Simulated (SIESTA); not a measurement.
Crystal: SnSe.

```xyz
8
Lattice="11.4200 0.0000 0.0000 0.0000 4.1900 0.0000 0.0000 0.0000 4.4600" Properties=species:S:1:pos:R:3 pbc="T T T"
Sn   10.0153    3.1425    4.0541
Sn    7.1147    1.0475    1.8241
Sn    4.3053    3.1425    2.6359
Sn    1.4047    1.0475    0.4059
Se    7.3431    3.1425    4.3886
Se    9.7869    1.0475    2.1586
Se    1.6331    3.1425    2.3014
Se    4.0769    1.0475    0.0714
```

Base run:

| Quantity | Value |
| --- | --- |
| Program | SIESTA 5.4.2 |
| Functional | PBE |
| Potentials or basis | PseudoDojo 0.4 standard (PBE files) |
| Basis | DZP (energy shift 0.003 Ry; two zetas on semicore shells) |
| Grid cutoff | 500 Ry |
| Energy shift | 0.003 Ry |
| k mesh | 3 × 6 × 6 |
| Occupations | fermi-dirac, width 0.05 eV |
| Spin | no spin polarisation |

Its results: band gap on the k mesh 0.55 eV, indirect (least direct gap 0.70 eV); pressure 4.0 GPa; largest force 0.727 eV/Å.

**Question.** The run is repeated on the same cell with these changes: functional from PBE to LDA; potentials or basis from PseudoDojo 0.4 standard (PBE files) to PseudoDojo 0.4 standard (LDA files). What comes out?

**Answer.** Band gap on the k mesh 0.49 eV, indirect (least direct gap 0.66 eV); pressure -0.5 GPa; largest force 0.530 eV/Å.

Caveats: spin-orbit coupling is left out, which moves the levels of the heavy elements; the basis of atomic orbitals isn't converged, which shifts pressures, moduli and gaps.
